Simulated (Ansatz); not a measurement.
Crystal: CdGeAs2.

```xyz
8
Lattice="-2.9889 2.9889 5.6643 2.9889 -2.9889 5.6643 2.9889 2.9889 -5.6643" Properties=species:S:1:pos:R:3 pbc="T T T"
Cd    0.0000    0.0000    5.6643
Cd    2.9889    0.0000    2.8321
As    1.4944    1.3224   -1.4161
As    1.6665   -1.4944    7.0804
As    1.4944    1.6665    4.2482
As    1.3224    4.4833    1.4161
Ge    0.0000    2.9889    2.8321
Ge    0.0000    0.0000    0.0000
```

The cell is a database's computed one.

- Program: Ansatz 0.2.0
- Task: relaxation of cell and atoms
- Functional: PBE
- Potentials or basis: Ansatz PAW
- Cutoff: 420 eV (not typed: the program's choice for these potentials)
- k mesh: 6 × 6 × 6
- Occupations: fermi-dirac, width 0.05 eV
- Spin: no spin polarisation

At the start: volume 25.30 Å³/atom.

Task: Where does the relaxation end?

Result: It ends after 5 steps and the volume is 26.26 Å³/atom (+3.8 %); space group I-42d (No. 122, to 0.05 Å).

The path:
| step | energy change (eV) | largest force (eV/Å) | volume (Å³) |
| --- | --- | --- | --- |
| 1 | 0.0000 | 0.1426 | 202.41 |
| 2 | -0.0499 | 0.0942 | 210.54 |
| 3 | -0.0522 | 0.0045 | 210.09 |
| 4 | -0.0523 | 0.0003 | 210.09 |
| 5 | -0.0538 | 0.0002 | 210.09 |

Final structure:
```
Cd As Ge
1.0
    -3.02437    3.02437    5.74205
     3.02437   -3.02437    5.74205
     3.02437    3.02437   -5.74205
Cd As Ge
2 4 2
Direct
  0.50000 0.50000 0.00000
  0.25000 0.75000 0.50000
  0.09826 0.12500 0.47326
  0.37500 0.90174 0.02674
  0.65174 0.62500 0.52674
  0.87500 0.34826 0.97326
  0.75000 0.25000 0.50000
  0.00000 0.00000 0.00000
```

Caveat: the plane-wave basis is chosen anew once the cell has moved, so the energies of steps on either side of that aren't comparable.
